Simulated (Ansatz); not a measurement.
# TiCo3 under changes of volume

One of the cells (11.384 Å³/atom); the others are scaled copies at fixed shape and fractional positions:

```xyz
4
Lattice="3.5710 0.0000 0.0000 0.0000 3.5710 0.0000 0.0000 0.0000 3.5710" Properties=species:S:1:pos:R:3 pbc="T T T"
Co    1.7855    1.7855    0.0000
Co    1.7855    0.0000    1.7855
Co    0.0000    1.7855    1.7855
Ti    0.0000    0.0000    0.0000
```

| Property | Result |
| --- | --- |
| Program | Ansatz 0.2.0 |
| Functional | PBEsol |
| Potentials or basis | Ansatz PAW |
| Cutoff | 420 eV (not typed: the program's choice for these potentials) |
| k mesh | 8 × 8 × 8 |
| Occupations | fermi-dirac, width 0.05 eV |
| Spin | collinear spin, ferromagnetic start |
| Starting moments | [2.0, 2.0, 2.0, 1.0] μB |

| volume (Å³/atom) | energy over the lowest point (meV/atom) | pressure (GPa) | moment (μB per cell) |
| --- | --- | --- | --- |
| 10.701 | 5.12 | 6.3 | 0.45 |
| 10.929 | 0.00 | 1.0 | 0.61 |
| 11.157 | ? | ? | ? |
| 11.384 | 9.14 | -3.9 | 2.50 |
| 11.612 | 16.99 | -7.5 | 2.60 |
| 11.840 | 30.02 | -10.9 | 2.65 |
| 12.067 | 47.72 | -14.0 | 2.69 |

Q: What does the run at 11.157 Å³/atom give?

A: Energy over the lowest point 1.94 meV/atom; pressure -3.6 GPa; moment 0.76 μB per cell.

Worked out: A Birch-Murnaghan fit of order 3 (a polynomial in V^(-2/3)) to the other rows has its minimum at 10.98 Å³/atom with B0 = V·E''(V) = 164 GPa and B' = 4.1. It gives 2.14 meV/atom at 11.157 Å³/atom, against the run's 1.94, and -dE/dV = -2.5 GPa, against -3.6. The moment follows no smooth curve through the other rows.

Energies are extrapolated to zero smearing.

Caveats: the PAW data sets come from PBE, with cores solved anew for the run's functional, which leaves a small shift of forces and pressure; the starting moments weren't kept.
